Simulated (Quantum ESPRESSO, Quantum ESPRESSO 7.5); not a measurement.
# stanene, 1 layer: a series in biaxial strain

What law, if any, do the results for stanene, 1 layer follow against biaxial strain?

Main program and level: Quantum ESPRESSO 7.5; plane-wave DFT, PBE, GBRV ultrasoft pseudopotentials.

Most raw output is cut from this account.

### 1. The structure

The cell holds 2 atoms: 2 Sn. Cell: a = 4.670 Å, b = 4.670 Å, c = 15.850 Å, α = 90.0°, β = 90.0°, γ = 120.0°. It derives from Sn. Vacuum lies along c.

Set-up: Cell and atoms are first relaxed; each strained cell is then held and the atoms relax in it. A periodic run with 15 Å of vacuum in the starting cell gives the vacuum levels, and bands follow along a path.

Members -2, -1, 0, 1 and 2 took the same steps and show in the table alone.

### 2. Relaxing cell and ions of the reference

What the set-up leaves free in this member is relaxed.

File ref.relax.in:

```
&control
  prefix = 'ref.relax'
  outdir = './out'
  pseudo_dir = './pseudo'
  nstep = 80
  forc_conv_thr = 0.0004
  calculation = 'vc-relax'
  etot_conv_thr = 1e-06
/
&system
  ibrav = 0
  nat = 2
  ntyp = 1
  ecutwfc = 50
  ecutrho = 250
  occupations = 'smearing'
  smearing = 'fd'
  degauss = 0.004
/
&electrons
  conv_thr = 1e-09
  mixing_beta = 0.4
  electron_maxstep = 120
  mixing_mode = 'plain'
/
&ions
/
&cell
  cell_dofree = '2Dxy'
  press_conv_thr = 0.3
/
ATOMIC_SPECIES
  Sn  118.7100  sn_pbe_v1.4.uspp.F.UPF
CELL_PARAMETERS angstrom
  4.67000000000000 0.00000000000000 0.00000000000000
  -2.33500000000000 4.04433863567333 0.00000000000000
  0.00000000000000 0.00000000000000 15.85000000000000
ATOMIC_POSITIONS crystal
  Sn  0.666666666700 0.333333333300 0.473186119874
  Sn  0.333333333300 0.666666666700 0.526813880126
K_POINTS automatic
  6 6 1 0 0 0
```

Command:

```sh
$ OMP_NUM_THREADS=1 mpirun -n 4 pw.x -nk 2 -in ref.relax.in > ref.relax.out
```

Elapsed: 2.1 min, on 4 MPI ranks of Intel Xeon Platinum 8488C (Sapphire Rapids), shared host; peak memory 0.77 GiB; 8.4 min of CPU time.

The steps of the relaxation:

```
step  energy less that of the first step (eV)  largest force (eV/Å)  volume (Å³)
   1                                   0.0000                0.0176       299.36
   2                                  -0.0009                0.0196       298.97
   3                                  -0.0019                0.0223       298.54
   4                                  -0.0033                0.0245       297.89
   5                                  -0.0051                0.0284       296.93
   6                                  -0.0074                0.0329       295.48
   7                                  -0.0098                0.0385       293.32
   8                                  -0.0109                0.0467       290.61
   9                                  -0.0110                0.0425       290.52
  10                                  -0.0111                0.0373       290.41
  11                                  -0.0112                0.0283       290.39
  12                                  -0.0113                0.0163       290.30
  13                                  -0.0114                0.0006       290.07
  14                                  -0.0114                0.0001       290.05
  15                                   0.0130                0.0002       290.05
```

```
cell as run  before  after  change
      a (Å)   4.670  4.597  -1.6 %
      b (Å)   4.670  4.597  -1.6 %
```

The atoms that moved most (Å, along periodic axes as changes of fractional coordinates times the final cell, across vacuum about the mean position):

```
atom     dx     dy      dz  length
 Sn1  0.000  0.000  -0.027   0.027
 Sn2  0.000  0.000   0.027   0.027
```

Final coordinates:

```
Sn
1.0
     4.59684    0.00000    0.00000
    -2.29842    3.98098    0.00000
     0.00000    0.00000   15.85000
Sn
2
Direct
  0.66667 0.33333 0.47150
  0.33333 0.66667 0.52850
```

 The last row is no step: it is a fresh SCF in the final cell with a new plane-wave basis, +24 meV from the row before, a sign that the cell is biased by the basis (Pulay stress).

Numbers from this step:

| Property | Result |
| --- | --- |
| free energy | -4332.3575 eV |
| energy at zero smearing | -4332.3520 eV |
| Fermi energy | -1.484 eV |

### 3. Relaxation with pw.x, -4 %

File m0.relax.in:

```
&control
  prefix = 'm0.relax'
  outdir = './out'
  pseudo_dir = './pseudo'
  nstep = 40
  forc_conv_thr = 0.0003
  calculation = 'relax'
  tstress = .true.
/
&system
  ibrav = 0
  nat = 2
  ntyp = 1
  ecutwfc = 50
  ecutrho = 250
  occupations = 'smearing'
  smearing = 'fd'
  degauss = 0.002
/
&electrons
  conv_thr = 1e-09
  mixing_beta = 0.4
  electron_maxstep = 120
  mixing_mode = 'plain'
/
&ions
/
ATOMIC_SPECIES
  Sn  118.7100  sn_pbe_v1.4.uspp.F.UPF
CELL_PARAMETERS angstrom
  4.41297068832000 0.00000000000000 0.00000000000000
  -2.20648534368000 3.82174472160000 0.00000000000000
  0.00000000000000 0.00000000000000 15.85000000000000
ATOMIC_POSITIONS crystal
  Sn  0.666666666700 0.333333333300 0.471503813600
  Sn  0.333333333300 0.666666666700 0.528496186400
K_POINTS automatic
  6 6 1 0 0 0
```

Command:

```sh
$ OMP_NUM_THREADS=1 mpirun -n 4 pw.x -nk 2 -in m0.relax.in > m0.relax.out
```

The job ended after 53 s (4 MPI ranks; peak memory 0.68 GiB).

Step by step:

```
step  energy less that of the first step (eV)  largest force (eV/Å)
   1                                   0.0000                0.5739
   2                                  -0.0130                0.5226
   3                                  -0.0256                0.4447
   4                                  -0.0403                0.3081
   5                                  -0.0518                0.0830
   6                                  -0.0526                0.0025
```

The atoms that moved most (Å):

```
atom     dx     dy      dz  length
 Sn1  0.000  0.000  -0.084   0.084
 Sn2  0.000  0.000   0.084   0.084
```

Final coordinates:

```cif
data_structure
_symmetry_space_group_name_H-M 'P 1'
_symmetry_Int_Tables_number 1
_cell_length_a 4.4130
_cell_length_b 4.4130
_cell_length_c 15.8500
_cell_angle_alpha 90.000
_cell_angle_beta 90.000
_cell_angle_gamma 120.000
_cell_volume 267.31
loop_
_atom_site_label
_atom_site_type_symbol
_atom_site_fract_x
_atom_site_fract_y
_atom_site_fract_z
_atom_site_occupancy
Sn1 Sn 0.66667 0.33333 0.46618 1
Sn2 Sn 0.33333 0.66667 0.53382 1
```

The relaxation lowers the energy by 26 meV an atom.

Numbers from this step:

| Quantity | Value |
| --- | --- |
| free energy | -4332.2495 eV |
| Fermi energy | -1.109 eV |

### 4. SCF with pw.x, -4 %

The self-consistent run of this member.

File m0.scf.in:

```
&control
  prefix = 'm0.scf'
  outdir = './out'
  pseudo_dir = './pseudo'
  calculation = 'scf'
  tprnfor = .true.
/
&system
  ibrav = 0
  nat = 2
  ntyp = 1
  ecutwfc = 40
  ecutrho = 200
  occupations = 'smearing'
  smearing = 'fd'
  degauss = 0.002
  nbnd = 18
/
&electrons
  conv_thr = 1e-09
  mixing_beta = 0.4
  electron_maxstep = 120
  mixing_mode = 'plain'
/
ATOMIC_SPECIES
  Sn  118.7100  sn_pbe_v1.4.uspp.F.UPF
CELL_PARAMETERS angstrom
  4.41297068832000 0.00000000000000 0.00000000000000
  -2.20648534368000 3.82174472160000 0.00000000000000
  0.00000000000000 0.00000000000000 15.85000000000000
ATOMIC_POSITIONS crystal
  Sn  0.666666666700 0.333333333300 0.466183706500
  Sn  0.333333333300 0.666666666700 0.533816293500
K_POINTS automatic
  6 6 1 0 0 0
```

Command:

```sh
$ OMP_NUM_THREADS=1 mpirun -n 4 pw.x -nk 2 -in m0.scf.in > m0.scf.out
```

It took 8.9 s on 4 MPI ranks; peak memory 0.54 GiB; 35 s of CPU time.

Numbers from this step:

| Property | Result |
| --- | --- |
| free energy | -4332.0802 eV |
| Fermi energy | -1.110 eV |
| valence top, on the run's zero | -0.8539 eV |
| conduction bottom, on the run's zero | -1.388 eV |

By band count these two levels touch or overlap: there is no gap, and they are no band edges.

### 5. Potential by pp.x, -4 %

plot_num = 11 writes the bare and Hartree potential, from which vacuum levels or, in a crystal, the mean potential are read.

File m0.pot.in:

```
&inputpp
  prefix = 'm0.scf'
  outdir = './out'
  filplot = 'm0.pot.dat'
  plot_num = 11
/
```

Command:

```sh
$ OMP_NUM_THREADS=1 mpirun -n 4 pp.x -in m0.pot.in > m0.pot.out
```

It took 1.3 s on 4 MPI ranks; peak memory 0.11 GiB; 4.2 s of CPU time.

This step gave:

| Item | Value |
| --- | --- |
| work function of the upper face | 4.081 eV |
| slope of the potential above | 1.51e-4 eV/Å |
| upper vacuum line continued to the top atoms, over the Fermi level | 4.081 eV |
| work function of the lower face | 4.081 eV |
| slope of the potential below | -1.10e-4 eV/Å |
| lower vacuum line continued to the bottom atoms, over the Fermi level | 4.081 eV |

Electrostatic potential energy of an electron; zero at the Fermi level. Potential energy, planar mean against z:

```
z (Å)  potential energy, planar mean (eV)
    0                                4.08
    1                                4.08
    2                                4.08
    3                                4.08
    4                                4.08
    5                                4.01
    6                                3.13
    7                               -5.50
    8                               -10.3
    9                               -3.60
   10                                3.43
   11                                4.03
   12                                4.08
   13                                4.08
   14                                4.08
   15                                4.08
```

### 6. Bands along a path, -4 %

Bands along a path place the edges.

m0.bands.in is the input of step 4 with these lines changed:

```diff
@@ -1,7 +1,6 @@
 &control
-  prefix = 'm0.scf'
+  prefix = 'm0.bands'
   outdir = './out'
   pseudo_dir = './pseudo'
-  calculation = 'scf'
-  tprnfor = .true.
+  calculation = 'bands'
 /
@@ -16,6 +15,6 @@
   degauss = 0.002
-  nbnd = 18
+  nbnd = 20
 /
 &electrons
-  conv_thr = 1e-09
+  conv_thr = 1e-07
   mixing_beta = 0.4
@@ -33,3 +32,7 @@
   Sn  0.333333333300 0.666666666700 0.533816293500
-K_POINTS automatic
-  6 6 1 0 0 0
+K_POINTS crystal_b
+4
+  0.0000000000 0.0000000000 0.0000000000 12
+  0.5000000000 0.0000000000 0.0000000000 12
+  0.3333333333 0.3333333333 0.0000000000 12
+  0.0000000000 0.0000000000 0.0000000000 1
```

Command:

```sh
$ cp -r out/m0.scf.save out/m0.bands.save
$ cp out/m0.scf.xml out/m0.bands.xml
$ OMP_NUM_THREADS=1 mpirun -n 4 pw.x -nk 4 -in m0.bands.in > m0.bands.out
```

Elapsed: 20 s, on 4 MPI ranks; peak memory 0.39 GiB.

This step gave:

* valence top, on the run's zero: -0.8538 eV

Band numbers count within the set of bands kept for display. Electronic bands along the path, in eV, zero at the Fermi level; # counts the bands kept:

```
  point     #1     #2     #3     #4     #5    #6    #7    #8
      Γ  -9.66  -3.56   0.26   0.26   1.42  1.42  3.63  3.63
halfway  -9.05  -4.21  -1.83  -0.64   1.33  2.17  4.01  4.58
      M  -7.81  -6.20  -1.32  -1.23   0.24  2.00  4.23  5.35
halfway  -7.59  -6.32  -2.30  -0.86   0.18  3.49  3.84  4.93
      K  -6.92  -6.92  -2.88  -0.28  -0.28  3.33  5.27  5.27
halfway  -8.85  -4.50  -1.72  -1.36   1.30  3.37  3.54  4.72
      Γ  -9.66  -3.56   0.26   0.26   1.42  1.42  3.63  3.63
```

By band count these two levels touch or overlap: there is no gap, and they are no band edges.

### 7. Relaxation with pw.x, -3 %

File m1.relax.in:

```
&control
  prefix = 'm1.relax'
  outdir = './out'
  pseudo_dir = './pseudo'
  nstep = 40
  forc_conv_thr = 0.0003
  calculation = 'relax'
  tstress = .true.
/
&system
  ibrav = 0
  nat = 2
  ntyp = 1
  ecutwfc = 50
  ecutrho = 250
  occupations = 'smearing'
  smearing = 'fd'
  degauss = 0.002
/
&electrons
  conv_thr = 1e-09
  mixing_beta = 0.4
  electron_maxstep = 120
  mixing_mode = 'plain'
/
&ions
/
ATOMIC_SPECIES
  Sn  118.7100  sn_pbe_v1.4.uspp.F.UPF
CELL_PARAMETERS angstrom
  4.45893913299000 0.00000000000000 0.00000000000000
  -2.22946956601000 3.86155456245000 0.00000000000000
  0.00000000000000 0.00000000000000 15.85000000000000
ATOMIC_POSITIONS crystal
  Sn  0.666666666700 0.333333333300 0.471503813600
  Sn  0.333333333300 0.666666666700 0.528496186400
K_POINTS automatic
  6 6 1 0 0 0
```

Command:

```sh
$ OMP_NUM_THREADS=1 mpirun -n 4 pw.x -nk 2 -in m1.relax.in > m1.relax.out
```

The job ended after 59 s (4 MPI ranks; peak memory 0.69 GiB).

Relaxation path:

```
step  energy less that of the first step (eV)  largest force (eV/Å)
   1                                   0.0000                0.4037
   2                                  -0.0066                0.3869
   3                                  -0.0133                0.3512
   4                                  -0.0220                0.2778
   5                                  -0.0306                0.1360
   6                                  -0.0330                0.0112
   7                                  -0.0331                0.0007
```

The atoms that moved most (Å):

```
atom     dx     dy      dz  length
 Sn1  0.000  0.000  -0.070   0.070
 Sn2  0.000  0.000   0.070   0.070
```

The relaxed structure:

```xyz
2
Lattice="4.4589 0.0000 0.0000 -2.2295 3.8616 0.0000 0.0000 0.0000 15.8500" Properties=species:S:1:pos:R:3
Sn    2.2295    1.2872    7.4034
Sn    0.0000    2.5744    8.4466
```

The relaxation lowers the energy by 17 meV an atom.

Read from the output:

| Quantity | Value |
| --- | --- |
| free energy | -4332.2882 eV |
| Fermi energy | -1.232 eV |

### 8. Ground state, -3 %

File m1.scf.in:

```
&control
  prefix = 'm1.scf'
  outdir = './out'
  pseudo_dir = './pseudo'
  calculation = 'scf'
  tprnfor = .true.
/
&system
  ibrav = 0
  nat = 2
  ntyp = 1
  ecutwfc = 40
  ecutrho = 200
  occupations = 'smearing'
  smearing = 'fd'
  degauss = 0.002
  nbnd = 18
/
&electrons
  conv_thr = 1e-09
  mixing_beta = 0.4
  electron_maxstep = 120
  mixing_mode = 'plain'
/
ATOMIC_SPECIES
  Sn  118.7100  sn_pbe_v1.4.uspp.F.UPF
CELL_PARAMETERS angstrom
  4.45893913299000 0.00000000000000 0.00000000000000
  -2.22946956601000 3.86155456245000 0.00000000000000
  0.00000000000000 0.00000000000000 15.85000000000000
ATOMIC_POSITIONS crystal
  Sn  0.666666666700 0.333333333300 0.467090107300
  Sn  0.333333333300 0.666666666700 0.532909892700
K_POINTS automatic
  6 6 1 0 0 0
```

Command:

```sh
$ OMP_NUM_THREADS=1 mpirun -n 4 pw.x -nk 2 -in m1.scf.in > m1.scf.out
```

Run time: 8.8 s. Hardware: 4 MPI ranks; peak memory 0.54 GiB; 34 s of CPU time.

Numbers from this step:

| Property | Result |
| --- | --- |
| free energy | -4332.1190 eV |
| valence top, on the run's zero | -1.045 eV |
| conduction bottom, on the run's zero | -1.438 eV |

By band count these two levels touch or overlap: there is no gap, and they are no band edges.

### 9. Relaxing the ions, 3 %

File m7.relax.in:

```
&control
  prefix = 'm7.relax'
  outdir = './out'
  pseudo_dir = './pseudo'
  nstep = 40
  forc_conv_thr = 0.0003
  calculation = 'relax'
  tstress = .true.
/
&system
  ibrav = 0
  nat = 2
  ntyp = 1
  ecutwfc = 50
  ecutrho = 250
  occupations = 'smearing'
  smearing = 'fd'
  degauss = 0.002
/
&electrons
  conv_thr = 1e-09
  mixing_beta = 0.4
  electron_maxstep = 120
  mixing_mode = 'plain'
/
&ions
/
ATOMIC_SPECIES
  Sn  118.7100  sn_pbe_v1.4.uspp.F.UPF
CELL_PARAMETERS angstrom
  4.73474980101000 0.00000000000000 0.00000000000000
  -2.36737489999000 4.10041360755000 0.00000000000000
  0.00000000000000 0.00000000000000 15.85000000000000
ATOMIC_POSITIONS crystal
  Sn  0.666666666700 0.333333333300 0.471503813600
  Sn  0.333333333300 0.666666666700 0.528496186400
K_POINTS automatic
  6 6 1 0 0 0
```

Command:

```sh
$ OMP_NUM_THREADS=1 mpirun -n 4 pw.x -nk 2 -in m7.relax.in > m7.relax.out
```

Run time: 2.5 min. Hardware: 4 MPI ranks; peak memory 0.78 GiB; 9.9 min of CPU time.

[end of part 1 of 2]

[Logs are printed without paths, hosts, clocks, repeated set-up lines and the standing remarks that a program may print on its own settings, such as how far it seeks lower states.]

[Hosts, paths, dates, database ids (printed as entryN), source tags and the programs' standing remarks are cut or masked in the printed files.]

[Maps of the electrostatic potential energy from Ansatz leave out the sawtooth potential of an applied field or a dipole correction, so their vacuum need not be flat; planar profiles and work functions include it.]
